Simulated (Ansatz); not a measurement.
A relaxation computed with Ansatz, from input to last step.

```yaml
crystal:
  lattice:
    - [1.9841394358, 1.1455434373, 8.3440445777]
    - [-1.9841394358, 1.1455434373, 8.3440445777]
    - [0.0, -2.2910868747, 8.3440445777]
  atoms:
    - { symbol: In, position: [0.0011929034, 0.0011929034, 0.0011929034] }
    - { symbol: In, position: [0.1109978602, 0.1109978602, 0.1109978602] }
    - { symbol: Se, position: [0.6173495427, 0.6173495427, 0.6173495427] }
    - { symbol: Se, position: [0.8281596938, 0.8281596938, 0.8281596938] }
basis:
  ecutwfc: 420
kpoints:
  mp_grid: { grid: [12, 12, 12] }
hamiltonian:
  xc: pbesol
scf:
  occupations: { method: gaussian, width: 0.01 }
output:
  forces: true
  stress: true
  eigenvalues: true
relax:
  adjacent_minimum: "off"
  f_tol: 0.01
  max_steps: 30
  cell: { stress_tol: 0.1, fix: [volume] }
```

```bash
ansatz run input.yaml --threads 1 --pin off --max-ram 2560MiB --backend cpu --events-out ev --progress --plain --runs-dir out
```

These are results of Ansatz 0.2.0, DFT PBEsol, scalar-relativistic, plane waves, PAW, not measurements.

The volume is held at 0.97 times that of the relaxed cell.

Of 5 frames 4 are shown, positions in Å and forces in eV/Å; the SCF threshold varies from step to step. Steps run on the plane waves of an earlier cell, with a Pulay correction in the pressure. The basis is chosen afresh for the last frame, the zero of the energies, and at times for earlier ones too; energy and pressure step there, also at an unchanged geometry. The mark taken_back stands on steps that the optimiser undid.

```xyz
4
Lattice="1.9841 1.1455 8.3440 -1.9841 1.1455 8.3440 0.0000 -2.2911 8.3440" Properties=species:S:1:pos:R:3:forces:R:3 pbc="T T T" step=1 free_energy_over_end_meV_per_atom=2.80 pressure_GPa=1.65
In    0.0000    0.0000    0.0299    0.0000    0.0000    0.1059
In    0.0000    0.0000    2.7785    0.0000    0.0000   -0.1044
Se    0.0000    0.0000   15.4536    0.0000    0.0000   -0.2381
Se    0.0000    0.0000   20.7306    0.0000    0.0000    0.2366
4
Lattice="1.9914 1.1497 8.2833 -1.9914 1.1497 8.2833 0.0000 -2.2995 8.2833" Properties=species:S:1:pos:R:3:forces:R:3 pbc="T T T" step=2 free_energy_over_end_meV_per_atom=4.80 pressure_GPa=-0.33 taken_back
In    0.0000    0.0000   -0.0144    0.0000    0.0000    0.0031
In    0.0000    0.0000    2.8026    0.0000    0.0000    0.0074
Se    0.0000    0.0000   15.2259    0.0000    0.0000    0.2880
Se    0.0000    0.0000   20.6947    0.0000    0.0000   -0.2985
4
Lattice="1.9926 1.1504 8.2737 -1.9926 1.1504 8.2737 0.0000 -2.3008 8.2737" Properties=species:S:1:pos:R:3:forces:R:3 pbc="T T T" step=3 free_energy_over_end_meV_per_atom=0.04 pressure_GPa=0.66
In    0.0000    0.0000    0.0075    0.0000    0.0000    0.0162
In    0.0000    0.0000    2.7777    0.0000    0.0000   -0.0166
Se    0.0000    0.0000   15.2683    0.0000    0.0000    0.0042
Se    0.0000    0.0000   20.6102    0.0000    0.0000   -0.0039
4
Lattice="1.9945 1.1515 8.2572 -1.9945 1.1515 8.2572 0.0000 -2.3031 8.2572" Properties=species:S:1:pos:R:3:forces:R:3 pbc="T T T" step=5 free_energy_over_end_meV_per_atom=0.00 pressure_GPa=0.64
In    0.0000    0.0000    0.0062    0.0000    0.0000    0.0021
In    0.0000    0.0000    2.7734    0.0000    0.0000   -0.0022
Se    0.0000    0.0000   15.2368    0.0000    0.0000    0.0033
Se    0.0000    0.0000   20.5705    0.0000    0.0000   -0.0031
```

The run took 4.9 min on 1 thread of Intel(R) Xeon(R) Platinum 8259CL CPU @ 2.50GHz (Skylake/Cascade Lake), with other jobs on the host, peak memory 0.84 GiB.

The cell holds layers, and where no dispersion correction was added their binding is poorly described.